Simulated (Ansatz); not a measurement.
# CoPt with two functionals

The parent structure is CoPt (space group P4/mmm, No. 123; a = 2.6948 Å, c = 3.7242 Å; ferromagnetic).

(Cell as relaxed with PBE.)

Levels (all Ansatz, an electronic-structure program, PAW): PBE (420 eV, no spin-orbit coupling); PBEsol (420 eV, scalar-relativistic without spin-orbit coupling).

Each level relaxes its own structure.

| quantity | PBE | PBEsol |
|---|---|---|
| volume per atom | 13.52 Å³ | ___ |
| lattice parameter a | 2.695 Å | ___ |
| lattice parameter c | 3.724 Å | ___ |
| band gap | zero | ___ |
| magnetic state | ferromagnetic | ___ |
| largest site moment | 1.94 μB | ___ |

Problem. What does PBEsol give?

Solution. 
- volume per atom, PBEsol: 12.95 Å³
- lattice parameter a, PBEsol: 2.659 Å
- lattice parameter c, PBEsol: 3.662 Å
- band gap, PBEsol: zero
- magnetic state, PBEsol: ferromagnetic
- largest site moment, PBEsol: 1.87 μB

PBE's volume per atom lies 0.57 Å³ above PBEsol's (4.4 %); PBE's lattice parameter a lies 0.0353 Å above PBEsol's (1.3 %); PBE's lattice parameter c lies 0.062 Å above PBEsol's (1.7 %); PBE's largest site moment lies 0.07 μB above PBEsol's; the two agree on the band gap and magnetic state. Neither level is exact; PBEsol is the comparison here, not a measurement.

Other magnetic orders, which the real material may have, were not ruled out. No phonon test of stability was made.
